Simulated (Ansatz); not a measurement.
# Au(111) with 4 layers of random Au-Ta, 2x2: scattering by chemical disorder

How strongly does chemical disorder scatter in Au(111) with 4 layers of random Au-Ta, 2x2?

Main program and level: Ansatz 0.2.0; Ansatz plane-wave DFT, PBE, PAW files; ballistic transport by layer matching (Landauer), zero bias; PAW set soft_1.

**1. Starting point**

The cell holds 40 atoms: 38 Au and 2 Ta. Its edges and angles: a = 5.768 Å, b = 5.768 Å, c = 23.605 Å, α = 93.5°, β = 86.5°, γ = 120.0°. It derives from Au. Regions: lead, 24 atoms (24 Au); scattering region, 16 atoms (14 Au and 2 Ta). The structure is stacked along c, and the current runs across the ab planes.

**2. With 4 alloy layers**

In 4 layers a share of 0.125 of the sites is given to Ta at random. The layers about the cell's end stay perfect and serve as the lead. Energies from -0.05 to 0.05 eV in steps of 0.05 eV are too few for the program's thermal sum, so it prints no conductance; for a metal the transmission near the Fermi level serves, at a fraction of the cost.

input.yaml

```yaml
crystal:
  lattice:
    - [5.7675164607, 0.0, 0.0]
    - [-2.8837582304, 4.9948157718, 0.0]
    - [1.4418791152, -0.8324692953, 23.5457873532]
  atoms:
    - { symbol: Au, position: [0.9916666667, 0.0083333333, 0.05] }
    - { symbol: Au, position: [0.9916666667, 0.5083333333, 0.05] }
    - { symbol: Au, position: [0.4916666667, 0.0083333333, 0.05] }
    - { symbol: Au, position: [0.4916666667, 0.5083333333, 0.05] }
    - { symbol: Au, position: [0.1416666667, 0.3583333333, 0.15] }
    - { symbol: Au, position: [0.1416666667, 0.8583333333, 0.15] }
    - { symbol: Au, position: [0.6416666667, 0.3583333333, 0.15] }
    - { symbol: Au, position: [0.6416666667, 0.8583333333, 0.15] }
    - { symbol: Au, position: [0.2916666667, 0.2083333333, 0.25] }
    - { symbol: Au, position: [0.2916666667, 0.7083333333, 0.25] }
    - { symbol: Au, position: [0.7916666667, 0.2083333333, 0.25] }
    - { symbol: Au, position: [0.7916666667, 0.7083333333, 0.25] }
    - { symbol: Au, position: [0.9416666667, 0.0583333333, 0.35] }
    - { symbol: Au, position: [0.9416666667, 0.5583333333, 0.35] }
    - { symbol: Au, position: [0.4416666667, 0.0583333333, 0.35] }
    - { symbol: Au, position: [0.4416666667, 0.5583333333, 0.35] }
    - { symbol: Au, position: [0.0916666667, 0.4083333333, 0.45] }
    - { symbol: Au, position: [0.0916666667, 0.9083333333, 0.45] }
    - { symbol: Au, position: [0.5916666667, 0.4083333333, 0.45] }
    - { symbol: Au, position: [0.5916666667, 0.9083333333, 0.45] }
    - { symbol: Au, position: [0.2416666667, 0.2583333333, 0.55] }
    - { symbol: Au, position: [0.2416666667, 0.7583333333, 0.55] }
    - { symbol: Au, position: [0.7416666667, 0.2583333333, 0.55] }
    - { symbol: Au, position: [0.7416666667, 0.7583333333, 0.55] }
    - { symbol: Ta, position: [0.8916666667, 0.1083333333, 0.65] }
    - { symbol: Au, position: [0.8916666667, 0.6083333333, 0.65] }
    - { symbol: Au, position: [0.3916666667, 0.1083333333, 0.65] }
    - { symbol: Ta, position: [0.3916666667, 0.6083333333, 0.65] }
    - { symbol: Au, position: [0.0416666667, 0.4583333333, 0.75] }
    - { symbol: Au, position: [0.0416666667, 0.9583333333, 0.75] }
    - { symbol: Au, position: [0.5416666667, 0.4583333333, 0.75] }
    - { symbol: Au, position: [0.5416666667, 0.9583333333, 0.75] }
    - { symbol: Au, position: [0.1916666667, 0.3083333333, 0.85] }
    - { symbol: Au, position: [0.1916666667, 0.8083333333, 0.85] }
    - { symbol: Au, position: [0.6916666667, 0.3083333333, 0.85] }
    - { symbol: Au, position: [0.6916666667, 0.8083333333, 0.85] }
    - { symbol: Au, position: [0.8416666667, 0.1583333333, 0.95] }
    - { symbol: Au, position: [0.8416666667, 0.6583333333, 0.95] }
    - { symbol: Au, position: [0.3416666667, 0.1583333333, 0.95] }
    - { symbol: Au, position: [0.3416666667, 0.6583333333, 0.95] }
kpoints:
  mp_grid: { grid: [5, 5, 1] }
hamiltonian:
  xc: pbe
  pseudopotentials: { kind: paw, azcp: { folder: soft_1 } }
scf:
  occupations: { method: fermi_dirac, width: 0.1 }
output:
  transmission:
    leads: [[0, 4]]
    kmesh: [10, 10]
    e_range: [-0.05, 0.05]
    de: 0.05
  write_potential: true
  write_density: true
  volumetric_format: npy
```

Run with:

```console
ansatz run input.yaml --threads 4 --pin off --max-ram 15360MiB --backend cpu --events-out ev --progress --plain --runs-dir out
```

Numbers of over 12 decimals in the logs are rounded to 6 here.

Output:

```text
Engine: ansatz 0.2.0, aarch64-unknown-linux-gnu
Pseudopotentials: kind: paw
Pseudopotential: Au, paw, valence charge 19, recommended cutoff 420 eV (normal), soft_1/Au.paw.azcp
Pseudopotential: Ta, paw, valence charge 13, recommended cutoff 420 eV (normal), soft_1/Ta.paw.azcp
Functional definition: PBE
  parameter kappa = 0.804
  parameter beta = 0.066725
  exchange = pbe_x(kappa = kappa, mu = beta*pi^2/3)
  correlation = pbe_c(beta = beta)
Crystal: 40 atoms, lattice volume = 678.300 Å³
Basis set: ecut = 420 eV, 13321 PW (Γ)
Bands: 449, of which v1, the nominal top of the filled ones, is band 374 counted from 1 (373 counted from 0)
Symmetry: 8 space group operations
Space group: P2/m (ITA 10), of the structure as read, at distance tolerance 8.8e-5 Å
k-points: 9 of 25
Non-local potential: Au, projectors of the file, l = 0: 3, l = 1: 2, l = 2: 2, l = 3: 1
Non-local potential: Ta, projectors of the file, l = 0: 3, l = 1: 2, l = 2: 2, l = 3: 1
PAW form: soft (Blöchl's): semilocal exchange-correlation on the pseudo side does not see the compensation charge
PAW one-centre angular grid: Au, 590 points (default); XC on 64 Gauss nodes
PAW one-centre angular grid: Ta, 590 points (default); XC on 64 Gauss nodes
Initial density: superposition of atomic densities (chi_scale 0.1, normalization cell, long waves of neutral atoms (reshape's long-wave potential 6.42 eV rms, cloud 3.06 Å wide))
Initial wavefunctions: pseudopotential atomic-orbital guess
Functional: x = pbe(κ = 0.804, μ = 0.219515), c = pbe(β = 0.066725)
SCF iter   1: F=—  HF=-519671.682442 eV  |F-HF|=—  |Δ(HF+E_count)|=         —  Δρ=1.50e-1  dr2=1.29e3  ethr=3.10e-3  ⟨swp⟩=4.1  Hψ=12048  notcnv=0  defer=133
preconditioner: auto → Kerker (q_TF=auto, 2.773 Å⁻¹)  [metal: Δε(μ)=0.019 eV  Ē_g=9.373 eV  σ=0.100 eV  W_gap=0.05  n_scr=260 (ndim 8)  ℏωp=29.5 eV  f_vac=0.000  D(μ)=19.32/eV (n_scr^D=126)]
SCF iter   2: F=—  HF=-519626.247755 eV  |F-HF|=—  |Δ(HF+E_count)|=    4.54e1  Δρ=6.77e-2  dr2=3.71e2  ethr=3.10e-3  ⟨swp⟩=3.0  Hψ=6964  notcnv=0  defer=450
SCF iter   3: F=—  HF=-519612.030919 eV  |F-HF|=—  |Δ(HF+E_count)|=    1.42e1  Δρ=1.71e-2  dr2=1.08e1  ethr=3.10e-3  ⟨swp⟩=2.7  Hψ=6465  notcnv=0  defer=442
SCF iter   4: F=—  HF=-519611.374837 eV  |F-HF|=—  |Δ(HF+E_count)|=   6.56e-1  Δρ=7.68e-3  dr2=3.74e0  ethr=1.44e-3  ⟨swp⟩=2.0  Hψ=4672  notcnv=0  defer=443
SCF iter   5: F=—  HF=-519611.091960 eV  |F-HF|=—  |Δ(HF+E_count)|=   2.83e-1  Δρ=2.03e-3  dr2=6.07e-1  ethr=5.00e-4  ⟨swp⟩=2.0  Hψ=4177  notcnv=0  defer=444
SCF iter   6: F=—  HF=-519611.061861 eV  |F-HF|=—  |Δ(HF+E_count)|=   3.01e-2  Δρ=8.14e-4  dr2=7.46e-2  ethr=8.12e-5  ⟨swp⟩=1.8  Hψ=3864  notcnv=0  defer=446
SCF iter   7: F=—  HF=-519611.059218 eV  |F-HF|=—  |Δ(HF+E_count)|=   2.64e-3  Δρ=4.63e-4  dr2=1.93e-2  ethr=9.97e-6  ⟨swp⟩=1.1  Hψ=3602  notcnv=0  defer=446
SCF iter   8: F=—  HF=-519611.058709 eV  |F-HF|=—  |Δ(HF+E_count)|=   5.09e-4  Δρ=1.73e-4  dr2=2.76e-3  ethr=2.58e-6  ⟨swp⟩=1.0  Hψ=3595  notcnv=0  defer=446
SCF iter   9: F=—  HF=-519611.058607 eV  |F-HF|=—  |Δ(HF+E_count)|=   1.02e-4  Δρ=6.81e-5  dr2=6.57e-4  ethr=3.69e-7  ⟨swp⟩=1.7  Hψ=3604  notcnv=0  defer=446
SCF iter  10: F=—  HF=-519611.058321 eV  |F-HF|=—  |Δ(HF+E_count)|=   2.86e-4  Δρ=1.71e-5  dr2=2.57e-5  ethr=8.79e-8  ⟨swp⟩=2.0  Hψ=3628  notcnv=0  defer=446
SCF iter  11: F=—  HF=-519611.057785 eV  |F-HF|=—  |Δ(HF+E_count)|=   5.36e-4  Δρ=6.41e-6  dr2=2.18e-6  ethr=3.44e-9  ⟨swp⟩=1.0  Hψ=3943  notcnv=0  defer=446
SCF iter  12: F=—  HF=-519611.057785 eV  |F-HF|=—  |Δ(HF+E_count)|=   1.22e-7  Δρ=2.05e-6  dr2=1.35e-7  ethr=2.91e-10  ⟨swp⟩=1.9  Hψ=3624  notcnv=0  defer=446
SCF iter  13: F=-519611.057785 eV  HF=-519611.057785 eV  |F-HF|=1.07e-8  |Δ(HF+E_count)|=   1.22e-8  Δρ=6.38e-7  dr2=1.24e-8  ethr=1.34e-11  ⟨swp⟩=10.6  Hψ=16652  notcnv=0
SCF 1 converged in 13 iterations: F = -519611.057785 eV  dr2 = 1.24e-8
  greatest PAW one-centre occupation: 1.000 electrons in one spin orbital (limit 2), on the Au atom at site 26 (counted from 0), in its partial waves of l = 0
transmission: 102 of 961 steps passed
transmission: 195 of 961 steps passed
[...]
transmission: 961 of 961 steps passed
SCF converged after 13 iterations
Free energy (F): -519611.057785 eV
Harris-Foulkes:  -519611.057785 eV  (|F-HF|=1.07e-8)
Internal energy: -519610.537871 eV  (E = F + TS)
E sigma→0 (E₀):  -519610.797828 eV
Entropy (-TS):   -0.519914 eV (-12.998 meV/atom)
Fermi energy:    20.801086 eV
--- Per-component energies (eV) ---
  E_band       = -8020.809569
  E_kinetic    = 22761.921553
  E_local      = -67231.425108  (includes V_loc(G=0)·N_el)
  E_nonlocal   = 3694.203956
  E_hartree    = 29212.596553
  E_xc         = -8837.101925
  E_vxc        = -10421.938997  (∫ρ·V_xc dr)
  E_paw        = -386403.883250  (= ΣΔE_a)
  E_vpaw       = -15248.835973  (= ΣTr[D̂ρ^β])
  E_aug_tail   = 0.064889  (compensation charges beyond the density's cutoff)
  E_ewald      = -112806.914538
  E_smearing   = -0.519914  (= −TS)
  E_closure    = -0.000000  (closes the sum)
  Σ components = -519611.057785   (vs F -519611.057785, Δ=0.00e0)
--- Band table (eV; the first three rows and the last of 9) ---
  k-point 0: bands = [... 370 lower, 20.8309, 20.8685, 21.2676, 21.3345, 21.3747, 21.4672, 21.4774, 21.6030, ... 71 higher]
  k-point 1: bands = [... 370 lower, 20.4755, 20.5266, 20.6599, 20.8260, 20.9118, 20.9208, 21.0891, 21.0913, ... 71 higher]
  k-point 2: bands = [... 370 lower, 20.5866, 20.6239, 20.6370, 20.6799, 20.7675, 20.8194, 21.0066, 21.1044, ... 71 higher]
  k-point 8: bands = [... 370 lower, 20.4733, 20.5303, 20.5592, 20.5657, 20.6328, 20.6458, 21.0619, 21.1217, ... 71 higher]
--- Transmission ---
  basis      : 253 plane waves across, 31 finite elements along
  points     : 31, standing for a mesh of 10 x 10
  energies   : 3 from -0.050000 to 0.050000 eV about the Fermi level, 0.050000 eV apart; the leads are filled to 0.000000 eV, and channels, transmission and decay are at 0.000000 eV
  crystal 0  : Au4, at the sites [0, 4], period 2.3546 Å, over 21.19 Å; its Hamiltonian steps by up to 7.3 meV
    offset         : up to 0.0000 Å between an atom of the period and one for which it stands
    channels       : 3.210000e0 a spin
    conductance    : none, the energies end too early or step too widely for 300 K: set another output.transmission.e_range or a lower de, or, where they end at an eighth of basis.ecutwfc, a higher one
  junction   : crystal 0 to crystal 0, 4.01 to 25.20 Å
    transmission   : 1.638952e0 a spin
    conductance    : none, the energies end too early or step too widely for 300 K: set another output.transmission.e_range or a lower de, or, where they end at an eighth of basis.ecutwfc, a higher one
```

Run time: 6.4 min. Hardware: 4 threads of Arm Neoverse V1, shared host; peak memory 5.5 GiB.

The column dr2 measures how far the density is from self-consistency, as an energy; F and HF (Harris–Foulkes) agree once it is small.

This step gave:

```yaml
free_energy: -519611.0578 eV
energy_at_zero_smearing: -519610.7978 eV
fermi_energy: 20.80 eV
cell_area: 28.81 Å²
transmission_per_spin_nearest_the_fermi_level: 1.639
open_channels_per_spin_nearest_the_fermi_level: 3.21
step_of_the_lead_s_potential: 7.3 meV
```

Per spin. The transmission, zone mean by energy, zero at the Fermi level:

| energy (eV) | transmission, zone mean |
| --- | --- |
| -0.0500 | 1.60 |
| 0.0000 | 1.64 |
| 0.0500 | 1.57 |

Per spin. The open channels, zone mean, lead stays at 3.21 for energy from -0.05 to 0.05 eV.

Transmission over k1 and k2. At 0.0000 eV from the Fermi level.

Values, 10 rows by 10 columns:
```
1.20 1.20 0.88 0.96 1.62 2.72 2.02 1.43 1.60 1.04
1.01 0.88 1.34 0.89 1.21 2.46 1.55 1.71 1.39 1.60
1.85 0.96 0.89 2.86 1.52 2.31 1.65 1.41 1.71 1.43
1.55 1.62 1.21 1.52 1.95 2.47 1.59 1.65 1.55 2.02
2.34 2.72 2.46 2.31 2.47 1.96 2.47 2.31 2.46 2.72
1.55 2.02 1.55 1.65 1.59 2.47 1.95 1.52 1.21 1.62
1.85 1.43 1.71 1.41 1.65 2.31 1.52 2.86 0.89 0.96
1.01 1.60 1.39 1.71 1.55 2.46 1.21 0.89 1.34 0.88
1.20 1.04 1.60 1.43 2.02 2.72 1.62 0.96 0.88 1.20
1.22 1.20 1.01 1.85 1.55 2.34 1.55 1.85 1.01 1.20
```
Columns: k1 (b1) from -0.5 to 0.4; rows upwards: k2 (b2) from -0.5 to 0.4.

Open channels over k1 and k2. At 0.0000 eV from the Fermi level.

Ten even steps from '_' (3.00) to '@' (4.00):
```
__@@______@@________
____@@____@@________
______@@__@@________
____________________
@@@@@@@@______@@@@@@
____________________
__________@@__@@____
__________@@____@@__
__________@@______@@
@@________@@________
```
Columns: k1 (b1) from -0.5 to 0.4; rows upwards: k2 (b2) from -0.5 to 0.4.

Over the solved energies the transmission per spin lies between 1.57 and 1.64, out of 3.21 channels of the lead on average (up to 3.21).

**3. With 8 alloy layers**

In 8 layers a share of 0.125 of the sites is given to Ta at random. A fresh draw is used; the growth of the resistance with length is what counts.

System of this step: Au(111) with 8 layers of random Au-Ta, 2x2. The cell holds 56 atoms: 52 Au and 4 Ta. Its edges and angles: a = 5.768 Å, b = 5.768 Å, c = 33.006 Å, α = 87.5°, β = 92.5°, γ = 120.0°. It derives from Au. Regions: lead, 24 atoms (24 Au); scattering region, 32 atoms (28 Au and 4 Ta). The structure is stacked along c, and the current runs across the ab planes.

input.yaml

```yaml
crystal:
  lattice:
    - [5.7675164607, 0.0, 0.0]
    - [-2.8837582304, 4.9948157718, 0.0]
    - [-1.4418791152, 0.8324692953, 32.9641022945]
  atoms:
    - { symbol: Au, position: [0.005952381, 0.994047619, 0.0357142857] }
    - { symbol: Au, position: [0.005952381, 0.494047619, 0.0357142857] }
    - { symbol: Au, position: [0.505952381, 0.994047619, 0.0357142857] }
    - { symbol: Au, position: [0.505952381, 0.494047619, 0.0357142857] }
    - { symbol: Au, position: [0.1845238095, 0.3154761905, 0.1071428571] }
    - { symbol: Au, position: [0.1845238095, 0.8154761905, 0.1071428571] }
    - { symbol: Au, position: [0.6845238095, 0.3154761905, 0.1071428571] }
    - { symbol: Au, position: [0.6845238095, 0.8154761905, 0.1071428571] }
    - { symbol: Au, position: [0.3630952381, 0.1369047619, 0.1785714286] }
    - { symbol: Au, position: [0.3630952381, 0.6369047619, 0.1785714286] }
    - { symbol: Au, position: [0.8630952381, 0.1369047619, 0.1785714286] }
    - { symbol: Au, position: [0.8630952381, 0.6369047619, 0.1785714286] }
    - { symbol: Au, position: [0.0416666667, 0.9583333333, 0.25] }
    - { symbol: Au, position: [0.0416666667, 0.4583333333, 0.25] }
    - { symbol: Ta, position: [0.5416666667, 0.9583333333, 0.25] }
    - { symbol: Au, position: [0.5416666667, 0.4583333333, 0.25] }
    - { symbol: Au, position: [0.2202380952, 0.2797619048, 0.3214285714] }
    - { symbol: Au, position: [0.2202380952, 0.7797619048, 0.3214285714] }
    - { symbol: Au, position: [0.7202380952, 0.2797619048, 0.3214285714] }
    - { symbol: Au, position: [0.7202380952, 0.7797619048, 0.3214285714] }
    - { symbol: Au, position: [0.3988095238, 0.1011904762, 0.3928571429] }
    - { symbol: Au, position: [0.3988095238, 0.6011904762, 0.3928571429] }
    - { symbol: Au, position: [0.8988095238, 0.1011904762, 0.3928571429] }
    - { symbol: Au, position: [0.8988095238, 0.6011904762, 0.3928571429] }
    - { symbol: Au, position: [0.0773809524, 0.9226190476, 0.4642857143] }
    - { symbol: Au, position: [0.0773809524, 0.4226190476, 0.4642857143] }
    - { symbol: Au, position: [0.5773809524, 0.9226190476, 0.4642857143] }
    - { symbol: Au, position: [0.5773809524, 0.4226190476, 0.4642857143] }
    - { symbol: Ta, position: [0.255952381, 0.244047619, 0.5357142857] }
    - { symbol: Au, position: [0.255952381, 0.744047619, 0.5357142857] }
    - { symbol: Au, position: [0.755952381, 0.244047619, 0.5357142857] }
    - { symbol: Au, position: [0.755952381, 0.744047619, 0.5357142857] }
    - { symbol: Au, position: [0.4345238095, 0.0654761905, 0.6071428571] }
    - { symbol: Au, position: [0.4345238095, 0.5654761905, 0.6071428571] }
    - { symbol: Au, position: [0.9345238095, 0.0654761905, 0.6071428571] }
    - { symbol: Au, position: [0.9345238095, 0.5654761905, 0.6071428571] }
    - { symbol: Au, position: [0.1130952381, 0.8869047619, 0.6785714286] }
    - { symbol: Au, position: [0.1130952381, 0.3869047619, 0.6785714286] }
    - { symbol: Ta, position: [0.6130952381, 0.8869047619, 0.6785714286] }
    - { symbol: Au, position: [0.6130952381, 0.3869047619, 0.6785714286] }
    - { symbol: Au, position: [0.2916666667, 0.2083333333, 0.75] }
    - { symbol: Au, position: [0.2916666667, 0.7083333333, 0.75] }
    - { symbol: Au, position: [0.7916666667, 0.2083333333, 0.75] }
    - { symbol: Ta, position: [0.7916666667, 0.7083333333, 0.75] }
    - { symbol: Au, position: [0.4702380952, 0.0297619048, 0.8214285714] }
    - { symbol: Au, position: [0.4702380952, 0.5297619048, 0.8214285714] }
    - { symbol: Au, position: [0.9702380952, 0.0297619048, 0.8214285714] }
    - { symbol: Au, position: [0.9702380952, 0.5297619048, 0.8214285714] }
    - { symbol: Au, position: [0.1488095238, 0.8511904762, 0.8928571429] }
    - { symbol: Au, position: [0.1488095238, 0.3511904762, 0.8928571429] }
    - { symbol: Au, position: [0.6488095238, 0.8511904762, 0.8928571429] }
    - { symbol: Au, position: [0.6488095238, 0.3511904762, 0.8928571429] }
    - { symbol: Au, position: [0.3273809524, 0.1726190476, 0.9642857143] }
    - { symbol: Au, position: [0.3273809524, 0.6726190476, 0.9642857143] }
    - { symbol: Au, position: [0.8273809524, 0.1726190476, 0.9642857143] }
    - { symbol: Au, position: [0.8273809524, 0.6726190476, 0.9642857143] }
kpoints:
  mp_grid: { grid: [5, 5, 1] }
hamiltonian:
  xc: pbe
  pseudopotentials: { kind: paw, azcp: { folder: soft_1 } }
scf:
  occupations: { method: fermi_dirac, width: 0.1 }
output:
  transmission:
    leads: [[0, 4]]
    kmesh: [10, 10]
    e_range: [-0.05, 0.05]
    de: 0.05
  write_potential: true
  write_density: true
  volumetric_format: npy
```

Output:

```text
[...]
Crystal: 56 atoms, lattice volume = 949.619 Å³
Basis set: ecut = 420 eV, 18659 PW (Γ)
Bands: 624, of which v1, the nominal top of the filled ones, is band 520 counted from 1 (519 counted from 0)
Symmetry: 2 space group operations
[...]
k-points: 9 of 25 (time reversal used)
[...]
SCF iter   1: F=—  HF=-723679.585665 eV  |F-HF|=—  |Δ(HF+E_count)|=         —  Δρ=1.66e-1  dr2=1.60e3  ethr=3.10e-3  ⟨swp⟩=4.0  Hψ=16576  notcnv=0  defer=196
[...]
SCF iter  13: F=-723591.344255 eV  HF=-723591.344255 eV  |F-HF|=3.09e-8  |Δ(HF+E_count)|=   1.39e-8  Δρ=7.31e-7  dr2=3.34e-8  ethr=9.62e-12  ⟨swp⟩=10.3  Hψ=22857  notcnv=0
SCF 1 converged in 13 iterations: F = -723591.344255 eV  dr2 = 3.34e-8
[...]
transmission: 148 of 1457 steps passed
transmission: 292 of 1457 steps passed
[...]
transmission: 1457 of 1457 steps passed
SCF converged after 13 iterations
Free energy (F): -723591.344255 eV
[...]
Internal energy: -723590.241446 eV  (E = F + TS)
E sigma→0 (E₀):  -723590.792850 eV
Entropy (-TS):   -1.102810 eV (-19.693 meV/atom)
Fermi energy:    20.876220 eV
[...]
--- Band table (eV; the first three rows and the last of 9) ---
  k-point 0: bands = [... 516 lower, 21.0203, 21.0438, 21.0668, 21.2154, 21.2511, 21.3155, 21.3387, 21.4801, ... 100 higher]
  k-point 1: bands = [... 516 lower, 20.7338, 20.7541, 20.7939, 20.8395, 20.8926, 20.9258, 21.0802, 21.1464, ... 100 higher]
  k-point 2: bands = [... 516 lower, 20.6655, 20.6808, 20.7301, 20.7693, 20.8134, 20.8878, 20.9174, 20.9929, ... 100 higher]
  k-point 8: bands = [... 516 lower, 20.6468, 20.6778, 20.7508, 20.7816, 20.8407, 20.8589, 20.8861, 20.9412, ... 100 higher]
--- Transmission ---
  basis      : 253 plane waves across, 47 finite elements along
  points     : 31, standing for a mesh of 10 x 10
[...]
channels       : 3.210000e0 a spin
[...]
junction   : crystal 0 to crystal 0, 0.70 to 31.31 Å
    transmission   : 7.685445e-1 a spin
[...]
```

Elapsed: 13 min, on 4 threads; peak memory 9.8 GiB.

This step gave:

```
free energy                                   : -723591.3443 eV
energy at zero smearing                       : -723590.7929 eV
Fermi energy                                  : 20.88 eV
transmission per spin nearest the Fermi level : 0.7685
step of the lead's potential                  : 14 meV
```

Per spin. Transmission, zone mean against energy, zero at the Fermi level:

| energy (eV) | transmission, zone mean |
| --- | --- |
| -0.0500 | 0.777 |
| 0.0000 | 0.769 |
| 0.0500 | 0.674 |

Over the solved energies the transmission per spin lies between 0.674 and 0.777, out of 3.21 channels of the lead on average (up to 3.21).

(Continued in part 2 of 2.)

[Logs are printed without paths, hosts, clocks, repeated set-up lines and the standing remarks that a program may print on its own settings, such as how far it seeks lower states.]

[Hosts, paths, dates, database ids (printed as entryN), source tags and the programs' standing remarks are cut or masked in the printed files.]
